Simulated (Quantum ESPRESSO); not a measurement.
Runs of Quantum ESPRESSO 7.5 on MoS2. The structure is hexagonal, space group P6_3/mmc (No. 194). Conventional cell: a = 3.169 Å, b = 3.169 Å, c = 12.324 Å, α = 90.00°, β = 90.00°, γ = 120.00°. Mo (site symmetry -6m2) is surrounded by 6 S at 2.41 Å. S (site symmetry 3m) is surrounded by 3 Mo at 2.41 Å. 

```csv
task,level,potentials or basis,U,cell,k mesh,cutoff (eV),form of the LDA correlation,mixing beta,SCF threshold,k mesh for the Wannier functions,start of the occupations,mesh quality,gap on the mesh (eV),pressure (GPa),V0 of scaled cells (Å³/atom),B0 (GPa),largest force (eV/Å)
Wannier functions,LDA,JTH 2.0 LDA,-,as given,8 × 8 × 2,707,PW92,0.5,1.2e-09 Ry,6 × 6 × 2,-,not flagged,0.92,-5.7,-,-,0.48
band structure,LDA,GBRV 1.5 LDA,-,as given,10 × 10 × 3,612,PZ81,0.5,1.2e-09 Ry,-,-,not flagged,0.85,-5.8,-,-,0.48
dielectric tensor,LDA,PseudoDojo 0.4.1 SR LDA standard,-,as given,"4 × 4 × 2, shifted",1088,PW92,0.5,1.2e-09 Ry,-,-,coarse,-,-6.0,-,-,0.50
equation of state,PBEsol,GBRV 1.5 PBEsol,-,as given,10 × 10 × 3,612,-,0.5,1.2e-09 Ry,-,-,not flagged,-,-,17.50,(c),-
phonons,LDA,PseudoDojo 0.4.1 SR LDA stringent,-,relaxed,"8 × 8 × 2, shifted",1088,PW92,0.5,1.2e-09 Ry,-,-,not flagged,-,0.0,-,-,-
equation of state,LDA,GBRV 1.5 LDA,-,as given,10 × 10 × 3,612,PZ81,0.5,1.2e-09 Ry,-,-,not flagged,-,-,17.21,165,-
phonons,PBEsol,GBRV 1.5 PBEsol,-,relaxed,"8 × 8 × 2, shifted",612,-,0.5,1.2e-09 Ry,-,-,not flagged,-,0.0,-,-,-
Hubbard U by linear response,PBEsol+U,GBRV 1.5 PBEsol,Mo d U = 2.0 eV,as given,4 × 4 × 1,612,-,0.3,1.2e-09 Ry,-,default,coarse,1.22,-3.5,-,-,0.39
equation of state,PBE,SG15 PBE 1.2,-,as given,10 × 10 × 3,952,-,0.5,1.2e-09 Ry,-,-,not flagged,-,-,18.13,143,-
Hubbard U by linear response,LDA+U,GBRV 1.5 LDA,Mo d U = 6.2 eV,as given,8 × 8 × 2,612,PZ81,0.3,1.2e-09 Ry,-,default,not flagged,1.06,-5.2,-,-,0.47
band structure,r2SCAN,SG15 PBE 1.2,-,as given,8 × 8 × 2,952,-,0.5,1e-08 Ry,-,-,not flagged,(b),0.6,-,-,0.23
Hubbard U by linear response,PBEsol+U,GBRV 1.5 PBEsol,Mo d U = 0.0001 eV,as given,4 × 4 × 1,612,-,0.3,1.2e-09 Ry,-,default,coarse,(a),-3.5,-,-,0.39
```

Alike in all rows: no spin polarisation; smearing fermi-dirac 0.05 eV.

Problem. Fill in the values left out.

Solution. (a) 1.17; (b) 1.10; (c) 157.

Caveats: some runs use coarse meshes; this functional lacks dispersion, which binds the layers, so the pressure and a relaxed spacing across them are unreliable (some runs); the cell was scaled at fixed shape and fractional positions, which overstates the stiffness of a crystal with free parameters, most of all of layers and chains (some runs); the mesh misses the band edges, which the band path finds closer together (some runs); some levels on the path didn't converge (some runs); the layers were relaxed without a dispersion term, so their spacing and the soft interlayer modes are unreliable (some runs); an odd mesh through Γ misses points on the zone boundary, where band edges often lie (some runs); the Wannier minimisation didn't converge (some runs).

A k mesh can miss the band edges, and the runs leave out spin-orbit coupling on Mo.

Not every run made on this cell is shown here.
